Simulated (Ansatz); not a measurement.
# BN (model cell, started as CsCl type): a soft mode frozen in, part 2 of 3

Wanted: the energy along a soft mode of BN (model cell, started as CsCl type) and the structure at the end.

Ansatz 0.2.0; DFT PBEsol, scalar-relativistic, plane waves, PAW; PAW set soft_1.

So far, highest frequency on the path or at a solved wavevector (cm⁻¹): step 2 (the dispersion) 503. Also lowest frequency on the path (cm⁻¹): step 2 -1311.

The structure was built from a prototype and need not be the compound's stable phase.

### 5. Energy along the mode, all amplitudes (two of the runs are shown above)

An imaginary frequency means negative curvature, so the energy should fall and then rise again as anharmonic terms take over.

Numbers from this step:

```
depth at the lowest point sampled  : 1448 meV/atom
largest atomic shift at that point : 0.6 Å
```

Table of energy from the parent by largest atomic shift:

```tsv
largest atomic shift (Å)	energy from the parent (meV/atom)
0.000	0
0.040	-32.5
0.080	-121
0.140	-305
0.220	-568
0.320	-874
0.450	-1207
0.600	-1448
```

Displacement at unit largest shift by atom:

```tsv
atom	x (Å)	y (Å)	z (Å)	size
B1	0.00	0.00	0.00	0.00
B2	0.00	0.00	0.00	0.00
N3	-1.00	0.00	0.00	1.00
N4	1.00	0.00	0.00	1.00
```

The lowest of the steps tried is the last one, at 0.6 Å, 1448 meV/atom below the parent; the bottom of the well need not coincide with a step.

### 6. Relaxing from the distorted cell

Starting from the lowest point found, all atoms and the cell are let go, so that strain and other modes of the same symmetry can join in.

File input.yaml:

```yaml
crystal:
  lattice:
    - [-2.3002356086, 0.0, 0.0]
    - [0.0, -2.3002356086, -2.3002356086]
    - [0.0, -2.3002356086, 2.3002356086]
  atoms:
    - { symbol: B, position: [0.0, 0.5, 0.5] }
    - { symbol: B, position: [0.0, 1.0, 0.0] }
    - { symbol: "N", position: [0.7608428449, 0.0, 0.5] }
    - { symbol: "N", position: [0.2391571551, 0.5, 0.0] }
kpoints:
  mp_grid: { grid: [18, 14, 14] }
hamiltonian:
  xc: pbesol
  pseudopotentials: { kind: paw, azcp: { folder: soft_1 }, xc_functional: pbe }
scf:
  occupations: { method: methfessel_paxton, width: 0.2 }
output:
  forces: true
  stress: true
  eigenvalues: true
relax:
  adjacent_minimum: "off"
  f_tol: 0.002
  max_steps: 120
  cell: { stress_tol: 0.03 }
```

Started as:

```sh
> ansatz run input.yaml --threads 4 --pin off --max-ram 10240MiB --backend cpu --events-out ev --progress --plain --runs-dir out
```

Numbers of over 12 decimals in the logs are rounded to 6 here.

What it wrote:

```text
[...]
Crystal: 4 atoms, lattice volume = 24.341 Å³
Basis set: ecut = 420 eV, 487 PW (Γ), exchange–correlation on 32×48×48 points (8 copies of the dense FFT grid, shifted against one another)
Bands: 12, of which v1, the nominal top of the filled ones, is band 8 counted from 1 (7 counted from 0)
Symmetry: 16 space group operations
[...]
k-points: 360 of 3528
[...]
SCF iter   1: F=—  HF=-1059.396858 eV  |F-HF|=—  |Δ(HF+E_count)|=         —  Δρ=1.08e-1  dr2=2.58e0  ethr=3.10e-3  ⟨swp⟩=4.6  Hψ=21905  notcnv=0
[...]
SCF iter   6: F=-1058.791179 eV  HF=-1058.791179 eV  |F-HF|=8.64e-9  |Δ(HF+E_count)|=   9.98e-7  S|Δr|=    0.00e0  Δρ=1.56e-5  dr2=2.61e-8  ethr=6.25e-10  ⟨swp⟩=3.4  Hψ=18811  notcnv=0
[...]
SCF 1 converged in 6 iterations: F = -1058.791179 eV  dr2 = 2.61e-8
[...]
relax step   1: F+E_penalty+E_count = -1058.79117870 eV  Δ(F+E_penalty+E_count) = +0.000e0 eV  max|allowed force component| = 2.137e0 eV/Å  Δτ_max = 0.0000 Å  P = -18.012 GPa  Ω = 24.341 Å³  (6 SCF iters, dr2 threshold 1.00e-7 eV, accepted)
Crystal: 4 atoms, lattice volume = 24.440 Å³
Basis set: ecut = 420 eV, 481 PW (Γ), exchange–correlation on 32×48×48 points (8 copies of the dense FFT grid, shifted against one another)
[...]
SCF iter   5: F=-1059.683577 eV  HF=-1059.683577 eV  |F-HF|=1.57e-9  |Δ(HF+E_count)|=   3.52e-7  S|Δr|=    0.00e0  Δρ=1.92e-5  dr2=3.87e-8  ethr=2.50e-9  ⟨swp⟩=5.2  Hψ=20883  notcnv=0
SCF 2 converged in 5 iterations: F = -1059.683577 eV  dr2 = 3.87e-8
[...]
relax step   2: F+E_penalty+E_count = -1059.68357664 eV  Δ(F+E_penalty+E_count) = -8.924e-1 eV  max|allowed force component| = 1.360e0 eV/Å  Δτ_max = 0.0405 Å  P = -14.421 GPa  Ω = 24.440 Å³  energy of the carried Pulay correction = -3.821e-4 eV  (5 SCF iters, dr2 threshold 4.00e-7 eV, accepted)
Crystal: 4 atoms, lattice volume = 23.730 Å³
Basis set: ecut = 420 eV, 457 PW (Γ), exchange–correlation on 32×48×48 points (8 copies of the dense FFT grid, shifted against one another)
[...]
SCF iter   6: F=-1060.701467 eV  HF=-1060.701467 eV  |F-HF|=6.04e-10  |Δ(HF+E_count)|=   2.38e-7  S|Δr|=    0.00e0  Δρ=4.58e-6  dr2=1.86e-9  ethr=2.50e-9  ⟨swp⟩=3.9  Hψ=12641  notcnv=0
SCF 3 converged in 6 iterations: F = -1060.701467 eV  dr2 = 1.86e-9
[...]
relax step   3: F+E_penalty+E_count = -1060.70146688 eV  Δ(F+E_penalty+E_count) = -1.018e0 eV  max|allowed force component| = 4.449e-1 eV/Å  Δτ_max = 0.0374 Å  P = +2.335 GPa  Ω = 23.730 Å³  energy of the carried Pulay correction = +2.395e-3 eV  (6 SCF iters, dr2 threshold 4.00e-7 eV, accepted)
[... from here on, the SCF cycles and remarks between the steps are left out ...]
relax step   4: F+E_penalty+E_count = -1061.34167299 eV  Δ(F+E_penalty+E_count) = -6.402e-1 eV  max|allowed force component| = 6.189e-2 eV/Å  Δτ_max = 0.0166 Å  P = +7.552 GPa  Ω = 23.795 Å³  energy of the carried Pulay correction = +2.138e-3 eV  (5 SCF iters, dr2 threshold 4.00e-7 eV, accepted)
relax step   5: F+E_penalty+E_count = -1061.78986060 eV  Δ(F+E_penalty+E_count) = -4.482e-1 eV  max|allowed force component| = 5.364e-1 eV/Å  Δτ_max = 0.0025 Å  P = +11.133 GPa  Ω = 23.952 Å³  energy of the carried Pulay correction = +1.520e-3 eV  (5 SCF iters, dr2 threshold 4.00e-7 eV, accepted)
relax step   6: F+E_penalty+E_count = -1062.10440820 eV  Δ(F+E_penalty+E_count) = -3.145e-1 eV  max|allowed force component| = 3.645e-1 eV/Å  Δτ_max = 0.0379 Å  P = +1.009 GPa  Ω = 24.423 Å³  energy of the carried Pulay correction = -3.153e-4 eV  (5 SCF iters, dr2 threshold 4.00e-7 eV, accepted)
relax step   7: F+E_penalty+E_count = -1062.31363838 eV  Δ(F+E_penalty+E_count) = -2.092e-1 eV  max|allowed force component| = 2.226e-1 eV/Å  Δτ_max = 0.0118 Å  P = +7.854 GPa  Ω = 24.129 Å³  energy of the carried Pulay correction = +8.256e-4 eV  (5 SCF iters, dr2 threshold 4.00e-7 eV, accepted)
relax step   8: F+E_penalty+E_count = -1062.38766405 eV  Δ(F+E_penalty+E_count) = -7.403e-2 eV  max|allowed force component| = 8.877e-2 eV/Å  Δτ_max = 0.0163 Å  P = -0.209 GPa  Ω = 25.023 Å³  energy of the carried Pulay correction = -2.599e-3 eV  (5 SCF iters, dr2 threshold 4.00e-7 eV, accepted)
relax step   9: F+E_penalty+E_count = -1062.39269416 eV  Δ(F+E_penalty+E_count) = -5.030e-3 eV  max|allowed force component| = 1.719e-2 eV/Å  Δτ_max = 0.0054 Å  P = -0.267 GPa  Ω = 24.995 Å³  energy of the carried Pulay correction = -2.495e-3 eV  (5 SCF iters, dr2 threshold 4.00e-7 eV, accepted)
relax step  10: F+E_penalty+E_count = -1062.39277027 eV  Δ(F+E_penalty+E_count) = -7.611e-5 eV  max|allowed force component| = 2.990e-3 eV/Å  Δτ_max = 0.0003 Å  P = +0.034 GPa  Ω = 24.982 Å³  energy of the carried Pulay correction = -2.445e-3 eV  (3 SCF iters, dr2 threshold 3.68e-7 eV, accepted)
relax step  11: F+E_penalty+E_count = -1062.39276607 eV  Δ(F+E_penalty+E_count) = +4.197e-6 eV  max|allowed force component| = 2.977e-5 eV/Å  Δτ_max = 0.0001 Å  P = +0.001 GPa  Ω = 24.983 Å³  energy of the carried Pulay correction = -2.449e-3 eV  (3 SCF iters, dr2 threshold 4.37e-9 eV, accepted)
relax step  12: F+E_penalty+E_count = -1062.81432756 eV  Δ(F+E_penalty+E_count) = -4.216e-1 eV  max|allowed force component| = 5.684e-2 eV/Å  Δτ_max = 0.0000 Å  P = +11.270 GPa  Ω = 24.983 Å³  stress off target by 3.13e1 GPa  SCF on the basis re-selected at this cell (its energy is not comparable with the rows above)  (7 SCF iters)
relax step  13: F+E_penalty+E_count = -1062.96676058 eV  Δ(F+E_penalty+E_count) = -1.524e-1 eV  max|allowed force component| = 5.944e-2 eV/Å  Δτ_max = 0.0056 Å  P = +8.192 GPa  Ω = 25.662 Å³  energy of the carried Pulay correction = -3.050e-3 eV  (5 SCF iters, dr2 threshold 4.00e-7 eV, accepted)
relax step  14: F+E_penalty+E_count = -1063.07429190 eV  Δ(F+E_penalty+E_count) = -1.075e-1 eV  max|allowed force component| = 4.975e-2 eV/Å  Δτ_max = 0.0073 Å  P = +5.533 GPa  Ω = 26.362 Å³  energy of the carried Pulay correction = -6.779e-3 eV  (5 SCF iters, dr2 threshold 4.00e-7 eV, accepted)
relax step  15: F+E_penalty+E_count = -1063.14814716 eV  Δ(F+E_penalty+E_count) = -7.386e-2 eV  max|allowed force component| = 1.879e-2 eV/Å  Δτ_max = 0.0084 Å  P = +3.692 GPa  Ω = 27.064 Å³  energy of the carried Pulay correction = -1.125e-2 eV  (5 SCF iters, dr2 threshold 4.00e-7 eV, accepted)
[...]
relax step  28: F+E_penalty+E_count = -1063.34701618 eV  Δ(F+E_penalty+E_count) = -2.220e-2 eV  max|allowed force component| = 3.160e-3 eV/Å  Δτ_max = 0.0000 Å  P = +0.480 GPa  Ω = 31.069 Å³  stress off target by 1.57e0 GPa  SCF on the basis re-selected at this cell (its energy is not comparable with the rows above)  (7 SCF iters)
relax step  29: F+E_penalty+E_count = -1063.34980755 eV  Δ(F+E_penalty+E_count) = -2.791e-3 eV  max|allowed force component| = 3.103e-3 eV/Å  Δτ_max = 0.0074 Å  P = +0.315 GPa  Ω = 31.668 Å³  energy of the carried Pulay correction = -1.952e-3 eV  (5 SCF iters, dr2 threshold 4.00e-7 eV, accepted)
relax step  30: F+E_penalty+E_count = -1063.34928433 eV  Δ(F+E_penalty+E_count) = +5.232e-4 eV  max|allowed force component| = 6.045e-3 eV/Å  Δτ_max = 0.0083 Å  P = +0.153 GPa  Ω = 32.346 Å³  energy of the carried Pulay correction = -4.499e-3 eV  (5 SCF iters, dr2 threshold 4.00e-7 eV, accepted)
relax step  31: F+E_penalty+E_count = -1063.34892304 eV  Δ(F+E_penalty+E_count) = +3.613e-4 eV  max|allowed force component| = 6.589e-4 eV/Å  Δτ_max = 0.0010 Å  P = +0.040 GPa  Ω = 32.444 Å³  energy of the carried Pulay correction = -4.897e-3 eV  (4 SCF iters, dr2 threshold 6.22e-8 eV, accepted)
relax step  32: F+E_penalty+E_count = -1063.34887455 eV  Δ(F+E_penalty+E_count) = +4.850e-5 eV  max|allowed force component| = 8.268e-4 eV/Å  Δτ_max = 0.0001 Å  P = +0.005 GPa  Ω = 32.456 Å³  energy of the carried Pulay correction = -4.946e-3 eV  (4 SCF iters, dr2 threshold 6.90e-9 eV, accepted)
relax step  33: F+E_penalty+E_count = -1063.35559542 eV  Δ(F+E_penalty+E_count) = -6.721e-3 eV  max|allowed force component| = 8.295e-4 eV/Å  Δτ_max = 0.0000 Å  P = +0.138 GPa  Ω = 32.456 Å³  stress off target by 4.55e-1 GPa  SCF on the basis re-selected at this cell (its energy is not comparable with the rows above)  (6 SCF iters)
relax step  34: F+E_penalty+E_count = -1063.35533815 eV  Δ(F+E_penalty+E_count) = +2.573e-4 eV  max|allowed force component| = 8.139e-3 eV/Å  Δτ_max = 0.0035 Å  P = +0.046 GPa  Ω = 32.772 Å³  energy of the carried Pulay correction = -9.573e-4 eV  (5 SCF iters, dr2 threshold 4.00e-7 eV, accepted)
relax step  35: F+E_penalty+E_count = -1063.35455820 eV  Δ(F+E_penalty+E_count) = +7.800e-4 eV  max|allowed force component| = 6.660e-3 eV/Å  Δτ_max = 0.0037 Å  P = +0.002 GPa  Ω = 33.089 Å³  energy of the carried Pulay correction = -1.986e-3 eV  (5 SCF iters, dr2 threshold 7.20e-8 eV, accepted)
relax step  36: F+E_penalty+E_count = -1063.35446389 eV  Δ(F+E_penalty+E_count) = +9.430e-5 eV  max|allowed force component| = 3.848e-3 eV/Å  Δτ_max = 0.0004 Å  P = -0.010 GPa  Ω = 33.119 Å³  energy of the carried Pulay correction = -2.084e-3 eV  (4 SCF iters, dr2 threshold 2.77e-9 eV, accepted)
relax step  37: F+E_penalty+E_count = -1063.35444133 eV  Δ(F+E_penalty+E_count) = +2.256e-5 eV  max|allowed force component| = 1.141e-3 eV/Å  Δτ_max = 0.0001 Å  P = -0.007 GPa  Ω = 33.126 Å³  energy of the carried Pulay correction = -2.107e-3 eV  (4 SCF iters, dr2 threshold 9.26e-10 eV, accepted)
relax step  38: F+E_penalty+E_count = -1063.35688863 eV  Δ(F+E_penalty+E_count) = -2.447e-3 eV  max|allowed force component| = 4.816e-4 eV/Å  Δτ_max = 0.0000 Å  P = +0.038 GPa  Ω = 33.126 Å³  stress off target by 1.49e-1 GPa  SCF on the basis re-selected at this cell (its energy is not comparable with the rows above)  (6 SCF iters)
relax step  39: F+E_penalty+E_count = -1063.35658420 eV  Δ(F+E_penalty+E_count) = +3.044e-4 eV  max|allowed force component| = 2.734e-4 eV/Å  Δτ_max = 0.0016 Å  P = +0.025 GPa  Ω = 33.267 Å³  energy of the carried Pulay correction = -4.092e-4 eV  (5 SCF iters, dr2 threshold 5.54e-8 eV, accepted)
relax step  40: F+E_penalty+E_count = -1063.35618067 eV  Δ(F+E_penalty+E_count) = +4.035e-4 eV  max|allowed force component| = 3.170e-4 eV/Å  Δτ_max = 0.0017 Å  P = -0.008 GPa  Ω = 33.414 Å³  energy of the carried Pulay correction = -8.497e-4 eV  (5 SCF iters, dr2 threshold 1.41e-8 eV, accepted)
relax step  41: F+E_penalty+E_count = -1063.35708107 eV  Δ(F+E_penalty+E_count) = -9.004e-4 eV  max|allowed force component| = 7.498e-5 eV/Å  Δτ_max = 0.0000 Å  P = +0.008 GPa  Ω = 33.414 Å³  stress off target by 5.70e-2 GPa  SCF on the basis re-selected at this cell (its energy is not comparable with the rows above)  (5 SCF iters)
relax step  42: F+E_penalty+E_count = -1063.35679046 eV  Δ(F+E_penalty+E_count) = +2.906e-4 eV  max|allowed force component| = 1.703e-3 eV/Å  Δτ_max = 0.0013 Å  P = +0.026 GPa  Ω = 33.522 Å³  energy of the carried Pulay correction = -3.131e-4 eV  (5 SCF iters, dr2 threshold 8.12e-9 eV, accepted)
relax step  43: F+E_penalty+E_count = -1063.35673595 eV  Δ(F+E_penalty+E_count) = +5.451e-5 eV  max|allowed force component| = 2.011e-3 eV/Å  Δτ_max = 0.0001 Å  P = -0.031 GPa  Ω = 33.542 Å³  energy of the carried Pulay correction = -3.676e-4 eV  (5 SCF iters, dr2 threshold 2.39e-9 eV, accepted)
relax step  44: F+E_penalty+E_count = -1063.35675190 eV  Δ(F+E_penalty+E_count) = -1.595e-5 eV  max|allowed force component| = 4.369e-7 eV/Å  Δτ_max = 0.0000 Å  P = +0.000 GPa  Ω = 33.536 Å³  energy of the carried Pulay correction = -3.521e-4 eV  (3 SCF iters, dr2 threshold 3.88e-9 eV, accepted)
[...]
SCF iter   5: F=-1063.357101 eV  HF=-1063.357101 eV  |F-HF|=5.46e-12  |Δ(HF+E_count)|=   1.07e-9  S|Δr|=    0.00e0  Δρ=1.03e-7  dr2=1.21e-12  ethr=1.00e-12  ⟨swp⟩=6.2  Hψ=19329  notcnv=0
SCF 45 converged in 5 iterations: F = -1063.357101 eV  dr2 = 1.21e-12
relax step  45: F+E_penalty+E_count = -1063.35710103 eV  Δ(F+E_penalty+E_count) = -3.491e-4 eV  max|allowed force component| = 8.010e-5 eV/Å  Δτ_max = 0.0000 Å  P = +0.006 GPa  Ω = 33.536 Å³  stress off target by 2.27e-2 GPa  SCF on the basis re-selected at this cell (its energy is not comparable with the rows above)  (5 SCF iters)
[...]
SCF converged after 5 iterations
[...]
Free energy (F): -1063.357101 eV
[...]
Internal energy: -1063.357101 eV  (E = F + TS)
E sigma→0 (E₀):  -1063.357101 eV
Fermi energy:    8.410177 eV
Step filling:    the computed levels leave a gap of 5.1933 eV = 26.0 smearing widths at the electron count; against every level under it full and every level over it empty, smearing changes F+E_penalty+E_count by +8.34e-75 meV and its σ→0 estimate by -6.99e-73 meV
[...]
--- Forces (eV/Å), atoms counted from 1 ---
  atom   1  B     -0.00000000    -0.00000000    -0.00000000
  atom   2  B      0.00000000     0.00000000     0.00000000
  atom   3  N      0.00008010    -0.00000000     0.00000000
  atom   4  N     -0.00008010     0.00000000    -0.00000000
  max |Σ_I F_I| component: 8.67e-19 eV/Å
--- Stress (GPa, compression-positive) ---
        0.022694       0.000000       0.000000
        0.000000      -0.002277      -0.000000
        0.000000      -0.000000      -0.002277
  P = ⅓ Tr σ = 0.0060 GPa (0.060 kbar)
--- Band table (eV; the first three rows and the last of 360) ---
  k-point 0: bands = [... 4 lower, 2.0937, 3.3613, 4.4898, 4.4898, 11.0036, 11.4325, 12.3077, 13.4715]
  k-point 1: bands = [... 4 lower, 2.1248, 3.6409, 4.1983, 4.4162, 11.1669, 11.4224, 12.4019, 13.5956]
  k-point 2: bands = [... 4 lower, 2.1701, 3.4972, 4.1900, 4.2397, 11.2908, 11.8093, 12.5601, 13.9202]
  k-point 359: bands = [... 4 lower, 0.5769, 0.5769, 2.7191, 2.7191, 14.3443, 14.3443, 19.6885, 19.6885]
--- Relaxed structure (38 steps of the walk, 37 accepted, 7 SCFs on fresh bases) ---
  F+E_penalty+E_count = -1063.35710103 eV   max|allowed force component| = 8.010e-5 eV/Å   (the final SCF, on the basis selected at the relaxed cell)
  cell:  # Å, volume = 33.5359 Å³
    - [-4.386613, 0, 0]
    - [0, -1.955128, -1.955128]
    - [0, -1.955128, 1.955128]
  atoms:
    - { symbol: B, position: [-4.7237503005143956e-18, 0.500000, 0.500000] }
    - { symbol: B, position: [-4.723750300514397e-18, 1.000000, 0.0] }
    - { symbol: N, position: [0.830294, 0.0, 0.500000] }
    - { symbol: N, position: [0.169706, 0.500000, 0.0] }
```

It took 75 s on 4 threads of Intel Xeon Platinum 8375C at 2.90GHz (Ice Lake), shared host; peak memory 0.5 GiB.

Step by step (22 of 45):

```tsv
step	energy less that of the first step (eV)	largest force component (eV/Å)	pressure (GPa)	volume (Å³)
1	0.0000	2.1374	-18.01	24.34
3	-1.9103	0.4449	2.33	23.73
5	-2.9987	0.5364	11.13	23.95
7	-3.5225	0.2226	7.85	24.13
9	-3.6015	0.0172	-0.27	25.00
11	-3.6016	0.0000	0.00	24.98
14	-4.2831	0.0498	5.53	26.36
16	-4.3973	0.0045	1.71	27.82
18	-4.4069	0.0074	-0.04	28.54
20	-4.4069	0.0001	0.00	28.54
22	-4.5191	0.0227	1.71	29.28
24	-4.5343	0.0137	0.26	30.94
26	-4.5340	0.0004	0.05	31.01
28*	-4.5558	0.0032	0.48	31.07
30	-4.5581	0.0060	0.15	32.35
32	-4.5577	0.0008	0.01	32.46
35	-4.5634	0.0067	0.00	33.09
37	-4.5633	0.0011	-0.01	33.13
39	-4.5654	0.0003	0.02	33.27
41*	-4.5659	0.0001	0.01	33.41
43	-4.5656	0.0020	-0.03	33.54
45*	-4.5659	0.0001	0.01	33.54
```

Relaxation steps marked * repeat the geometry before them on a plane-wave basis chosen anew for their cell, so energy and pressure can jump there. Other such steps can lie between the rows shown. Relaxation step 25 was tried and not accepted.

Forces are held to the 16 operations that the run works with; a distortion that breaks them can't arise in this run.

```tsv
cell as run	before	after	change
a (Å)	2.300	4.387	+90.7 %
b (Å)	3.253	2.765	-15.0 %
c (Å)	3.253	2.765	-15.0 %
volume (Å³/atom)	6.09	8.38	+37.8 %
```

The atoms that moved most (Å, as changes of fractional coordinates times the final cell):

```tsv
atom	dx	dy	dz	length
N3	-0.305	0.000	0.000	0.305
N4	0.305	0.000	0.000	0.305
```

The relaxed structure:

```
B N
1.0
    -4.38661    0.00000    0.00000
     0.00000   -1.95513   -1.95513
     0.00000   -1.95513    1.95513
B N
2 2
Direct
  0.00000 0.50000 0.50000
  0.00000 0.00000 0.00000
  0.83029 0.00000 0.50000
  0.16971 0.50000 0.00000
```

This step gave:

- pressure: 0.006047 GPa
- gap on the k-mesh: 5.193 eV
- volume per atom: 8.384 Å³

The distorted start has space group P4/nmm; the relaxation ends in P4/nmm.

### 7. The new phase in its own primitive cell

The relaxed structure is symmetrised, reduced to its primitive cell and relaxed tightly, as its phonons need.

input.yaml, the sections that differ from step 6:

```yaml
crystal:
  lattice:
    - [2.7649680045, 0.0, 0.0]
    - [0.0, 2.7649680045, 0.0]
    - [0.0, 0.0, 4.386613039]
  atoms:
    - { symbol: B, position: [0.5, 0.5, 0.0] }
    - { symbol: B, position: [0.0, 0.0, 0.0] }
    - { symbol: "N", position: [0.0, 0.5, 0.8302944966] }
    - { symbol: "N", position: [0.5, 0.0, 0.1697055034] }
kpoints:
  mp_grid: { grid: [8, 8, 6] }
scf:
  occupations: { method: fixed }
relax:
  adjacent_minimum: "off"
  f_tol: 0.001
  max_steps: 60
  cell: { stress_tol: 0.01 }
# hamiltonian, output: as in step 6
```

What it wrote:

```text
[...]
Crystal: 4 atoms, lattice volume = 33.536 Å³
Basis set: ecut = 420 eV, 659 PW (Γ), exchange–correlation on 40×40×60 points (8 copies of the dense FFT grid, shifted against one another)
Bands: 12, of which v1, the nominal top of the filled ones, is band 8 counted from 1 (7 counted from 0)
Symmetry: 16 space group operations
[...]
k-points: 60 of 384
[...]
k-point 59: bands = [... 4 lower, 0.5546, 0.5546, 2.6977, 2.6977, 14.3132, 14.3132, 19.6663, 19.6663]
--- Relaxed structure (6 steps of the walk, 6 accepted, 2 SCFs on fresh bases) ---
[...]
cell:  # Å, volume = 33.5968 Å³
    - [2.764907, 0, 0]
    - [0, 2.764907, 0]
    - [0, 0, 4.394778]
  atoms:
    - { symbol: B, position: [0.5, 0.5, 0] }
    - { symbol: B, position: [0, 0.0, 0] }
    - { symbol: N, position: [0, 0.5, 0.830599] }
    - { symbol: N, position: [0.5, 0, 0.169401] }
[key lines of the parts left out:]
SCF converged after 5 iterations
Free energy (F): -1063.357068 eV
Fermi energy:    5.813390 eV
P = ⅓ Tr σ = 0.0047 GPa (0.047 kbar)
```

Elapsed: 3.2 s, on 4 threads; peak memory 0.36 GiB.

Relaxation path:

```tsv
step	energy less that of the first step (eV)	largest force component (eV/Å)	pressure (GPa)	volume (Å³)
1	0.0000	0.0002	0.01	33.54
2	0.0000	0.0001	0.00	33.55
3	0.0001	0.0003	0.00	33.57
4	0.0001	0.0002	0.00	33.57
5*	0.0000	0.0002	0.01	33.57
6	0.0000	0.0012	-0.01	33.59
7	0.0001	0.0002	0.00	33.60
8*	0.0000	0.0002	0.00	33.60
```

Relaxation steps marked * repeat the geometry before them on a plane-wave basis chosen anew for their cell, so energy and pressure can jump there.

The run keeps the 16 symmetry operations that it works with, so distortions that break them were not tested.

```tsv
conventional cell, symmetrised	before	after	change
a (Å)	2.765	2.765	-0.0 %
b (Å)	2.765	2.765	-0.0 %
c (Å)	4.387	4.395	+0.2 %
volume (Å³/atom)	8.38	8.40	+0.2 %
```

Final coordinates:

```
B N
1.0
     2.76491    0.00000    0.00000
     0.00000    2.76491    0.00000
     0.00000    0.00000    4.39478
B N
2 2
Direct
  0.50000 0.50000 0.00000
  0.00000 0.00000 0.00000
  0.00000 0.50000 0.83060
  0.50000 0.00000 0.16940
```

Numbers from this step:

* pressure: 0.004664 GPa
* gap on the k-mesh: 5.168 eV
* volume per atom: 8.399 Å³
* direct gap on mesh: 6.205 eV

The largest force component left is 0.21 meV/Å and the pressure is 0.005 GPa, within the tolerances set. The cell now holds 8.40 Å³/atom.

(Part 2 of 3 ends here.)

[Logs are printed without paths, hosts, clocks, repeated set-up lines and the standing remarks that a program may print on its own settings, such as how far it seeks lower states.]

[Hosts, paths, dates, database ids (printed as entryN), source tags and the programs' standing remarks are cut or masked in the printed files.]
